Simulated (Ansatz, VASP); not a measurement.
**Al: VASP beside Ansatz**

```
CELL_PARAMETERS angstrom
2.78068 0.00000 0.00000
-1.39034 2.40814 0.00000
0.00000 0.00000 2.80393
ATOMIC_POSITIONS crystal
Al 0.00000 0.00000 0.00000
```

Alike in both runs: functional PBE; k mesh 16 × 16 × 15; occupations fermi-dirac, width 0.08 eV; no spin polarisation.

Ansatz relaxed the structure, and its values are those at the end. VASP's run is a single point on that final structure, the one shown.

```csv
,VASP,Ansatz
version,VASP 6.6.1,Ansatz 0.2.0
potentials or method,"VASP PAW PBE potentials, release 64 (Al)","PAW with Ansatz's default frozen-core files, scalar-relativistic"
plane-wave cutoff (eV),520,420
valence electrons in the cell,3,3
```

|  | VASP | Ansatz | Ansatz less VASP |
| --- | --- | --- | --- |
| pressure (GPa) | 0.0 | 0.0 | +0.02 |
